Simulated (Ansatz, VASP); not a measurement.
This is a calculation of Au for VASP 6.6.1.

Contents of INCAR:

```
SYSTEM = Au
PREC = Accurate
ENCUT = 600
EDIFF = 1E-7
ISMEAR = -1
SIGMA = 0.05
LREAL = .FALSE.
LASPH = .TRUE.
NELM = 60
ALGO = Normal
ISIF = 3
LWAVE = .FALSE.
LCHARG = .FALSE.
GGA = PE
IVDW = 13
IBRION = 2
NSW = 60
EDIFFG = -0.01
```

Contents of KPOINTS:

```
regular mesh
0
G
  11 11 11
  0 0 0
```

File POSCAR:

```
Au
1.0
    0.0000000000      2.0350000000      2.0350000000
    2.0350000000      0.0000000000      2.0350000000
    2.0350000000      2.0350000000      0.0000000000
Au
1
Direct
    0.0000000000      0.0000000000      0.0000000000
```

Potentials or basis: VASP PAW PBE potentials, release 64 (Au).

Run with:

```console
$ cat potpaw_PBE.64/Au/POTCAR > POTCAR
$ mpirun -np 1 vasp_std > vasp.out
```

Question: Translate it to Ansatz 0.2.0. Potentials there: Ansatz PAW.

Answer: As run (the cutoff follows the program's own potentials):

input.yaml

```yaml
crystal:
  lattice:
    - [0.0, 2.035, 2.035]
    - [2.035, 0.0, 2.035]
    - [2.035, 2.035, 0.0]
  atoms:
    - { symbol: Au, position: [0.0, 0.0, 0.0] }
hamiltonian:
  xc: pbe
  pseudopotentials: { kind: paw }
  dispersion: d4
kpoints:
  mp_grid: { grid: [11, 11, 11] }
scf:
  occupations: { method: fermi_dirac, width: 0.05 }
output:
  forces: true
  stress: true
relax:
  f_tol: 0.01
  max_steps: 40
  cell: { stress_tol: 0.05 }
```

Potentials or basis: Ansatz PAW.

Run with:

```sh
$ ansatz run input.yaml --threads 2 --pin off --max-ram 5120MiB --backend cpu --events-out ev --progress --plain --runs-dir out
```

Both were run:

|  | VASP | Ansatz | Ansatz less VASP |
| --- | --- | --- | --- |
| relaxed volume (Å³/atom) | 17.30 | 17.32 | +0.019 |
| relaxed cell length with the largest relative difference (Å) | 2.903 | 2.904 | +0.0010 |
| energy change over the relaxation (meV/atom) | -6 | -7 | -0.7 |

The two sets of potentials don't hold the same shells in valence.

Caveats: pairwise dispersion overbinds metals, which lowers pressure and volume (VASP); the plane-wave basis is chosen anew once the cell has moved, so the energies of steps on either side of that aren't comparable (Ansatz). The runs have no spin-orbit coupling, so splittings on Au are missing. Zero-point motion and thermal expansion aren't in these numbers.
